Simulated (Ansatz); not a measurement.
Ga: frozen-core PAW against all-electron methods

```
Ga
1.0
     1.45000   -4.06500    0.00000
     1.45000    4.06500    0.00000
     0.00000    0.00000    3.07490
Ga
2
Direct
  0.86700 0.13300 0.25000
  0.13300 0.86700 0.75000
```

Atom numbers follow the list: Ga1, Ga2.

The structure is an experimental refinement, used without relaxation. The listed cell was then made from it by scaling, straining or moving an atom.

All numbers are computed: DFT, PBE, PAW with Ansatz's default frozen-core files, scalar-relativistic (Ansatz 0.2.0); DFT, PBE, all-electron LAPW, scalar-relativistic (Ansatz 0.2.0).

For PAW: a Γ-centred 12×12×10 k mesh, Fermi–Dirac smearing of 0.08 eV, cutoff 420 eV, no spin polarisation. LAPW targets a basis error of 1 meV/atom. The Ansatz runs share mesh, smearing and spin set-up. Plane-wave (PAW) pressures include the program's estimate of the Pulay term.

Stress and pressure are positive in compression.

PAW results:

```json
{"quantity": "pressure (GPa)", "PAW": "3.65"}
{"quantity": "stress xx (GPa)", "PAW": "0.65"}
{"quantity": "stress yy (GPa)", "PAW": "5.11"}
{"quantity": "stress zz (GPa)", "PAW": "5.21"}
{"quantity": "force on Ga1, y (eV/Å)", "PAW": "0.218"}
```

**Question.** What does all-electron LAPW give for the same quantities?

**Answer.** 
```json
{"quantity": "pressure (GPa)", "LAPW": "3.68"}
{"quantity": "stress xx (GPa)", "LAPW": "0.67"}
{"quantity": "stress yy (GPa)", "LAPW": "5.13"}
{"quantity": "stress zz (GPa)", "LAPW": "5.24"}
{"quantity": "force on Ga1, y (eV/Å)", "LAPW": "0.217"}
```
